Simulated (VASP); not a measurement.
Here is a VASP 6.6.1 calculation.

INCAR

```
SYSTEM = V
PREC     = Accurate       ! precision mode
ENCUT    = 520            ! plane-wave cutoff, eV
EDIFF    = 1E-6           ! SCF threshold, eV
ISMEAR   = -1             ! smearing method
SIGMA    = 0.05           ! smearing width, eV
LREAL    = .False.        ! projectors in reciprocal space
LASPH    = .True.         ! aspherical terms in the spheres
NELM     = 150            ! most SCF steps
ALGO     = Fast           ! electronic algorithm
ISIF     = 2              ! what is computed and relaxed
LWAVE    = .False.        ! write WAVECAR
LCHARG   = .True.         ! write CHGCAR
ISPIN    = 2              ! spin polarisation
MAGMOM   = 2 2 2 2 2 2 2 2 ! initial moments
LORBIT   = 11             ! projections on sites
LMAXMIX  = 4              ! l up to which the mixer works
LDIPOL   = .True.       
IDIPOL   = 3            
DIPOL    = 0.5 0.5 0.500
GGA      = PE             ! functional
LELF     = .True.         ! ELF
LVHAR    = .True.       
LVACPOTAV= .True.
```

Contents of KPOINTS:

```
Automatic mesh
0
Gamma
  7 7 1
  0 0 0
```

Contents of POSCAR:

```
V
1.0
    3.0260000000      0.0000000000      0.0000000000
    0.0000000000      3.0260000000      0.0000000000
    0.0000000000      0.0000000000     25.5910000000
V
8
Direct
    0.5000000000      0.5000000000      0.2930717830
    0.0000000000      0.0000000000      0.3521941307
    0.5000000000      0.5000000000      0.4113164784
    0.0000000000      0.0000000000      0.4704388261
    0.5000000000      0.5000000000      0.5295611739
    0.0000000000      0.0000000000      0.5886835216
    0.5000000000      0.5000000000      0.6478058693
    0.0000000000      0.0000000000      0.7069282170
```

Potentials or basis: VASP PAW PBE potentials, release 64 (V_sv).

Run with:

```sh
$ cat potpaw_PBE.64/V_sv/POTCAR > POTCAR
$ mpirun -np 1 vasp_std > vasp.out
```

Question: Estimate the work function of the upper face.

Answer: 3.77 eV.

Question: Estimate the work function of the lower face.

Answer: 3.77 eV.

Question: Predict the largest force.

Answer: 1.209 eV/Å.

Question: Predict the site moments.

Answer: V +0.42, -0.16, -0.09, -0.04 μB.

Forces on the atoms (eV/Å):
```
V    0.000  0.000  1.209
V    0.000  0.000 -0.775
V    0.000  0.000 -0.277
V    0.000  0.000  0.164
V    0.000  0.000 -0.164
V    0.000  0.000  0.277
V    0.000  0.000  0.775
V    0.000  0.000 -1.209
```
